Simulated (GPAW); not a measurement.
Set up this calculation in GPAW 26.7.0, as an ASE script.

```
Task                : single point
Functional          : LDA
Potentials or basis : PAW data sets generated in the run's folder for this functional
Cutoff              : 600 eV
Basis               : pw
k mesh              : 9 × 9 × 5
Occupations         : fermi-dirac, width 0.05 eV
Spin                : collinear spin, ferromagnetic start
Starting moments    : [1.0, 0.0, 0.0] μB
Maxiter             : 80
```

The structure of NiO2 lies in NiO2.cif:

```cif
data_NiO2
_cell_length_a 2.79878187
_cell_length_b 2.79878187
_cell_length_c 4.61827300
_cell_angle_alpha 90.00000000
_cell_angle_beta 90.00000000
_cell_angle_gamma 120.00000000
_space_group_name_H-M_alt 'P-3m1'
_space_group_name_Hall '-P 3 2"'
_space_group_IT_number 164
loop_
_space_group_symop_operation_xyz
'x,y,z'
'-x,-y,-z'
'-y,x-y,z'
'y,-x+y,-z'
'-x+y,-x,z'
'x-y,x,-z'
'y,x,-z'
'-y,-x,z'
'x-y,-y,-z'
'-x+y,y,z'
'-x,-x+y,-z'
'x,x-y,z'
loop_
_atom_site_label
_atom_site_type_symbol
_atom_site_symmetry_multiplicity
_atom_site_Wyckoff_symbol
_atom_site_fract_x
_atom_site_fract_y
_atom_site_fract_z
_atom_site_occupancy
Ni1 Ni 1 b 0.0000000000 0.0000000000 0.5000000000 1
O1 O 2 d 0.3333333333 0.6666666667 0.2939610000 1
```

The cell comes from a database or a generator and needn't be the stable form of this composition.

These files were run (other wordings do the same):

run.py

```python
from ase.dft.bandgap import bandgap
from ase.io import read, write
from ase.units import GPa
from gpaw import GPAW, PW, setup_paths

setup_paths.insert(0, '.')

atoms = read('NiO2.cif')
atoms.set_initial_magnetic_moments([1.0, 0.0, 0.0])

calc = GPAW(mode=PW(600),
            xc='LDA',
            kpts={'size': (9, 9, 5), 'gamma': True},
            occupations={'name': 'fermi-dirac', 'width': 0.05},
            nbands=26,
            convergence={'density': 1e-05, 'energy': 1e-05},
            maxiter=80,
            txt='gpaw.txt')
atoms.calc = calc
energy = atoms.get_potential_energy()
forces = atoms.get_forces()
stress = atoms.get_stress()
calc.write('gs.gpw')
write('result.traj', atoms)
print(f'Energy: {energy:.6f} eV')
print('Forces (eV/A):')
print(forces.round(4))
print('Stress (GPa):', (stress / GPa).round(3))
print('Moments:', calc.get_magnetic_moments().round(3))
print('Fermi level:', round(calc.get_fermi_level(), 4), 'eV')
print(f'Gap: {bandgap(calc)[0]:.4f} eV, direct: {bandgap(calc, direct=True)[0]:.4f} eV')
```

Potentials or basis: PAW data sets generated in the run's folder for this functional, pw.

Command:

```bash
$ gpaw-setup -f LDA Ni O
$ OMP_NUM_THREADS=1 python run.py
```

Results of the run:

```
Pressure               : -15.3 GPa
Largest force          : 0.731 eV/Å
Band gap on the k mesh : 1.01 eV, indirect (least direct gap 1.16 eV)
Net moment             : 0.00 μB per cell
```

Caveat: the cutoff is short for stress and forces, so pressures can be off by a GPa or more; the stock nickel data set gives pressures a few GPa off other programs; the run has no moments, though such compounds are often magnetic; a magnetic state may lie lower; so large a pressure means that the cell lies far from this level's equilibrium, or that cutoff or potentials fall short; an odd mesh through Γ misses points on the zone boundary, where band edges often lie.

Wall time 94 s on 1 thread of Arm Neoverse N1 (shared host), peak memory 0.19 GiB.
